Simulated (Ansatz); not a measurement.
## Bi: stiffness from a series of strains

```
CELL_PARAMETERS angstrom
4.53900 0.00000 0.00000
-2.26950 3.93089 0.00000
0.00000 0.00000 11.82900
ATOMIC_POSITIONS crystal
Bi 0.33333 0.66667 0.25000
Bi 0.66667 0.33333 0.75000
```

Atom numbers follow the list: Bi1, Bi2.

The cell comes from COD entry 9011614, which wasn't checked; take it as a given geometry.

No spin–orbit coupling, which matters for the heavy atoms here.

Computed with DFT, PBE, all-electron LAPW, scalar-relativistic (Ansatz 0.2.0).

Sampling and basis: a Γ-centred 9×9×3 k mesh, Fermi–Dirac smearing of 0.03 eV, basis error target 0.5 meV/atom, no spin polarisation.

The strain is applied along the Cartesian axes of the cell as listed (the other components stay zero). Fractional coordinates are held (clamped ions).

σ is the change of stress from the unstrained cell, which is at -3.27 GPa; tension is positive, so slopes are stress–strain coefficients at that pressure. In a metal the k mesh adds noise.

Only quantities that a quadratic follows smoothly over the whole series are listed; rougher ones are left out.

```csv
εxx = εyy,σzz (GPa),σxx (GPa)
-0.0300,-0.02,0.55
-0.0200,-0.02,0.37
0.0000,0.00,0.00
0.0100,0.01,-0.18
0.0200,0.01,-0.36
0.0300,0.02,-0.54
```

Fit the series and read off the stiffness at zero strain.

Least-squares fits y = p0 + p1 x + p2 x² to the rows give σzz (GPa): p1 = 0.707, p2 = -0.71; σxx (GPa): p1 = -18.2, p2 = 4.5. So C13 + C23 = 1 GPa and C11 + C12 = -18 GPa, for these axes.

One run, at εxx = εyy = -0.0100, is withheld. Predict its row.

The fits give -0.01, 0.18; the run gave -0.01, 0.18.
